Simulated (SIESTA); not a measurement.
# HfC: equation of state with LDA

HfC:

```xyz
2
Lattice="0.0000 2.3250 2.3250 2.3250 0.0000 2.3250 2.3250 2.3250 0.0000" Properties=species:S:1:pos:R:3 pbc="T T T"
Hf    2.3250    2.3250    2.3250
C     0.0000    0.0000    0.0000
```

```yaml
Program: SIESTA 5.4.2
Task: equation of state
Functional: LDA
Potentials_or_basis: PseudoDojo 0.4 standard (LDA files)
Basis: DZP (energy shift 0.003 Ry; two zetas on semicore shells)
Grid_cutoff: 800 Ry
Energy_shift: 0.003 Ry
k_mesh: 10 × 10 × 10
Occupations: fermi-dirac, width 0.05 eV
Spin: no spin polarisation
```

| Quantity | Value |
| --- | --- |
| Equilibrium volume | 12.08 Å³/atom |
| Bulk modulus | 266 GPa |
| Pressure derivative of the bulk modulus | 3.7 |

Energy against volume, from the lowest point:
```csv
volume (Å³/atom),energy (meV/atom)
11.814,4.83
12.065,0.00
12.317,3.86
12.568,15.66
12.819,34.60
13.071,60.04
13.322,91.38
```

All runs of the series together: 7.6 min on 1 thread of Arm Neoverse V2, on a shared host.

Caveat: short orbitals over semicore shells can move pressures by several GPa; the basis of atomic orbitals isn't converged, which shifts pressures, moduli and gaps. Zero-point motion and thermal expansion aren't in these numbers.
